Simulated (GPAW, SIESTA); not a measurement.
This is a calculation of Bi for SIESTA 5.4.2. This isn't the form of Bi at room conditions, which is rhombohedral.

Bi.fdf

```
SystemName                      Bi
SystemLabel                     Bi
NumberOfSpecies                 1
NumberOfAtoms                   4
%block ChemicalSpeciesLabel
  1  83 Bi
%endblock ChemicalSpeciesLabel

LatticeConstant                 1.0 Ang
%block LatticeVectors
    -4.4497480000     4.4497480000     2.0656320000
     4.4497480000    -4.4497480000     2.0656320000
     4.4497480000     4.4497480000    -2.0656320000
%endblock LatticeVectors
AtomicCoordinatesFormat         Fractional
%block AtomicCoordinatesAndAtomicSpecies
     0.1456555000     0.3543445000     0.5000000000  1  Bi
     0.8543445000     0.6456555000     0.5000000000  1  Bi
     0.6456555000     0.1456555000     0.7913110000  1  Bi
     0.3543445000     0.8543445000     0.2086890000  1  Bi
%endblock AtomicCoordinatesAndAtomicSpecies

%block kgrid.MonkhorstPack
    7   0   0  0.0
    0   7   0  0.0
    0   0   7  0.0
%endblock kgrid.MonkhorstPack
XC.Functional                   GGA
XC.Authors                      PBEsol
PAO.BasisSize                   DZP
PAO.EnergyShift                 0.003 Ry
Mesh.Cutoff                     500 Ry
OccupationFunction              FD
ElectronicTemperature           0.05 eV
MaxSCFIterations                120
SCF.MustConverge                false
SCF.Mixer.Method                Pulay
SCF.Mixer.Weight                0.25
SCF.Mixer.History               8
SCF.DM.Tolerance                5.0e-05
SCF.H.Tolerance                 1.0e-03 eV
WriteForces                     true
Charge.Mulliken                 end
%block PAO.Basis
  Bi 4
  n=6 0 2
    5.772 0.000
  n=6 1 2
    8.065 0.000
  n=5 2 2
    3.889 0.000
  n=6 2 1
    8.065
%endblock PAO.Basis
```

Potentials or basis: PseudoDojo 0.4 standard (PBEsol files), converted to PSML, two zetas on semicore shells, DZP (energy shift 0.003 Ry; two zetas on semicore shells).

The run is started by

```console
$ siesta Bi.fdf > Bi.out 2>&1
```

Task: Translate it to GPAW 26.7.0 (ASE script). Potentials or basis there: PAW data sets generated for this functional, cutoff 600 eV.

Result: As run (cutoffs and basis follow the program's own potentials, and thresholds, step limits or extra output files can differ):

Contents of run.py:

```python
from ase import Atoms
from ase.dft.bandgap import bandgap
from ase.io import write
from ase.units import GPa
from gpaw import GPAW, PW, setup_paths

setup_paths.insert(0, '.')

atoms = Atoms(['Bi', 'Bi', 'Bi', 'Bi'],
              cell=[[-4.449748, 4.449748, 2.065632],
                    [4.449748, -4.449748, 2.065632],
                    [4.449748, 4.449748, -2.065632]],
              scaled_positions=[[0.1456555, 0.3543445, 0.5],
                                [0.8543445, 0.6456555, 0.5],
                                [0.6456555, 0.1456555, 0.791311],
                                [0.3543445, 0.8543445, 0.208689]],
              pbc=True)

calc = GPAW(mode=PW(600),
            xc='PBEsol',
            kpts={'size': (7, 7, 7), 'gamma': True},
            occupations={'name': 'fermi-dirac', 'width': 0.05},
            nbands=46,
            convergence={'density': 1e-05, 'energy': 1e-05},
            maxiter=150,
            txt='gpaw.txt')
atoms.calc = calc
energy = atoms.get_potential_energy()
forces = atoms.get_forces()
stress = atoms.get_stress()
calc.write('gs.gpw')
write('result.traj', atoms)
print(f'Energy: {energy:.6f} eV')
print('Forces (eV/A):')
print(forces.round(4))
print('Stress (GPa):', (stress / GPa).round(3))
print('Fermi level:', round(calc.get_fermi_level(), 4), 'eV')
print(f'Gap: {bandgap(calc)[0]:.4f} eV, direct: {bandgap(calc, direct=True)[0]:.4f} eV')
```

Potentials or basis: PAW data sets generated in the run's folder for this functional, pw.

Launch:

```bash
$ gpaw-setup -f PBEsol Bi
$ OMP_NUM_THREADS=1 python run.py
```

Both were run:

|  | SIESTA | GPAW |
| --- | --- | --- |
| Pressure | -1.1 GPa | -1.9 GPa |

Pressure is positive in compression.
